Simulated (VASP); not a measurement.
BAs:

```
As B
1.0
     0.00000    2.38850    2.38850
     2.38850    0.00000    2.38850
     2.38850    2.38850    0.00000
As B
1 1
Direct
  0.75000 0.75000 0.75000
  0.00000 0.00000 0.00000
```

- Program: VASP 6.6.1
- Task: relaxation of cell and atoms
- Functional: optB86b-vdW
- Potentials or basis: VASP PAW PBE potentials, release 64 (As, B)
- Cutoff: 600 eV
- k mesh: 10 × 10 × 10
- Occupations: fermi-dirac, width 0.05 eV
- Spin: no spin polarisation

At the start: pressure 2.8 GPa; volume 13.63 Å³/atom.

Question: Where does the relaxation end?

Answer: Over 3 steps the energy falls by 2.4 meV/atom and the volume is 13.90 Å³/atom (+2.0 %); space group F-43m (No. 216, to 0.05 Å).

Step by step:
| step | energy change (eV) | largest force (eV/Å) | pressure (GPa) | volume (Å³) |
| --- | --- | --- | --- | --- |
| 1 | 0.0000 | 0.0000 | 2.79 | 27.25 |
| 2 | -0.0024 | 0.0000 | -1.84 | 28.20 |
| 3 | -0.0047 | 0.0000 | 0.01 | 27.80 |

Final structure:
```
As B
1.0
     0.00000    2.40446    2.40446
     2.40446    0.00000    2.40446
     2.40446    2.40446    0.00000
As B
1 1
Direct
  0.75000 0.75000 0.75000
  0.00000 0.00000 0.00000
```

Caveat: the PAW data sets were made with another functional, which shifts forces and pressure a little.
